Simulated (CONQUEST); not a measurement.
Set up this calculation in CONQUEST 1.3, as the native input.

```yaml
Task: single point
Functional: LDA
Potentials_or_basis: PseudoDojo NC LDA, DZP, grid cutoff 80 Ha
k_mesh: 6 × 6 × 4
Occupations: fermi-dirac, width 0.05 eV
Spin: collinear spin, ferromagnetic start
Fixed_moment: 2 μB
Solver: diagonalisation
SCF_tolerance: 1e-06
```

Crystal: Pb.

```xyz
2
Lattice="3.5002 0.0000 0.0000 0.0000 3.5002 0.0000 0.0000 0.0000 4.9500" Properties=species:S:1:pos:R:3 pbc="T T T"
Pb    0.0000    0.0000    0.0000
Pb    1.7501    1.7501    2.4750
```

One way to write it, as run:

Conquest_input

```
IO.Title Pb
IO.Coordinates coords.dat
IO.FractionalAtomicCoords F
IO.Iprint 2
IO.Iprint_init 1
General.NumberOfSpecies 1
General.PseudopotentialType hamann
AtomMove.TypeOfRun static
AtomMove.FullStress T
Grid.GridCutoff 80
DM.SolutionMethod diagon
Diag.MPMesh T
Diag.GammaCentred T
Diag.MPMeshX 6
Diag.MPMeshY 6
Diag.MPMeshZ 4
Diag.kT 0.00183747
minE.SCTolerance 1e-6
SC.MaxIters 100
IO.AtomChargeOutput T
Spin.SpinPolarised T
Spin.FixSpin T
SC.LinearMixingFactor 0.3
SC.MaxPulay 8
Spin.Magn 2
IO.DumpChargeDensity T
%block ChemicalSpeciesLabel
1 207.200 Pb
%endblock
```

coords.dat

```
    6.6144323279     0.0000000000     0.0000000000
    0.0000000000     6.6144323279     0.0000000000
    0.0000000000     0.0000000000     9.3542199059
2
  0.0000000000   0.0000000000   0.0000000000 1 T T T
  3.3072161640   3.3072161640   4.6771099530 1 T T T
```

Potentials or basis: PseudoDojo NC LDA, DZP, grid cutoff 80 Ha.

Command:

```console
$ Conquest
```

Results of the run:

```json
{"Pressure": "2.5 GPa", "Net moment": "2.00 μB per cell", "Site moments": "Pb +1.00 μB"}
```

Caveat: the basis of atomic orbitals isn't converged, which shifts pressures, moduli and gaps; the total moment is fixed, so each spin has its own Fermi level.

It took 43 s on 1 thread of AMD EPYC 9R45 96-Core Processor (Zen 5) (shared host), peak memory 0.37 GiB.
